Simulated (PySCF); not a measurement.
NMR data simulated for an unnamed compound:

¹H NMR (400 MHz, computed): δ 6.94 (s, 2H).

¹³C{¹H} NMR (computed): δ 176.4 (C), 150.6 (CH).

PySCF calculation with B3LYP/pcJ-1 coupling constants, geometry: PBE0-D3(BJ)/def2-SVP and GIAO CAM-B3LYP/pcSseg-2 shieldings; one averaged value for each set of equivalent atoms, one computed conformer, relativity neglected, no solvent model.

Scale: ¹H, ¹³C vs TMS (reference shieldings calculated alike).

Problem. Which of these does the molecule contain: a heteroaromatic ring, a ketone, a non-aromatic C=C double bond, an amide?

Solution. 
- A heteroaromatic ring: no.
- A ketone: no.
- A non-aromatic C=C double bond: yes.
- An amide: no.

The data belong to `O1C(=O)C=CC1=O`, C$_{4}$H$_{2}$O$_{3}$; they needn't prove each group on their own.

Carbon signals by region: 1 in the far downfield region (above 160 ppm), 1 in the sp2 and nitrile region (100–160 ppm). Above 160 ppm: 176.4, anhydride carbonyl carbon.

Shifts are as computed, not scaled to solution data. Of 1211 compounds with measured shifts, 218 miss one by over three times the rms of a fit or turn the order of signals round; such compounds aren't used in these exercises.
